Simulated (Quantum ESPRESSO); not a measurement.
Crystal: Bi.

```
Bi
1.0
     2.26750    1.30914    3.93800
    -2.26750    1.30914    3.93800
     0.00000   -2.61828    3.93800
Bi
2
Direct
  0.76600 0.76600 0.76600
  0.23400 0.23400 0.23400
```

* Program: Quantum ESPRESSO 7.5
* Task: relaxation of cell and atoms
* Functional: PBEsol
* Dispersion: D3
* Potentials or basis: PseudoDojo 0.4.1 SR PBEsol standard
* Cutoff: 898 eV
* Density cutoff: 3592 eV
* k mesh: 6 × 6 × 6
* Occupations: fermi-dirac, width 0.05 eV
* Spin: no spin polarisation

At the start: pressure -1.1 GPa; volume 35.07 Å³/atom.

Question: Where does the relaxation end?

Answer: Over 9 steps the energy falls by 4.3 meV/atom and the volume is 34.01 Å³/atom (-3.0 %); space group R-3m (No. 166, to 0.05 Å).

The path:
```
step  energy change (eV)  largest force (eV/Å)  pressure (GPa)  volume (Å³)
   1              0.0000                0.0436           -1.13        70.14
   2             -0.0023                0.0619           -0.88        69.77
   3             -0.0063                0.1164            0.11        68.35
   4             -0.0067                0.1038            0.12        68.29
   5             -0.0083                0.0042            0.03        68.01
   6             -0.0083                0.0105            0.00        68.02
   7             -0.0084                0.0191           -0.04        68.04
   8             -0.0085                0.0180           -0.05        68.03
   9             -0.0085                0.0083           -0.03        68.02
```

Final structure:
```
Bi
1.0
     2.25521    1.30205    3.86078
    -2.25521    1.30205    3.86078
     0.00000   -2.60409    3.86078
Bi
2
Direct
  0.76408 0.76408 0.76408
  0.23592 0.23592 0.23592
```

Caveat: pairwise dispersion overbinds metals, which lowers pressure and volume.
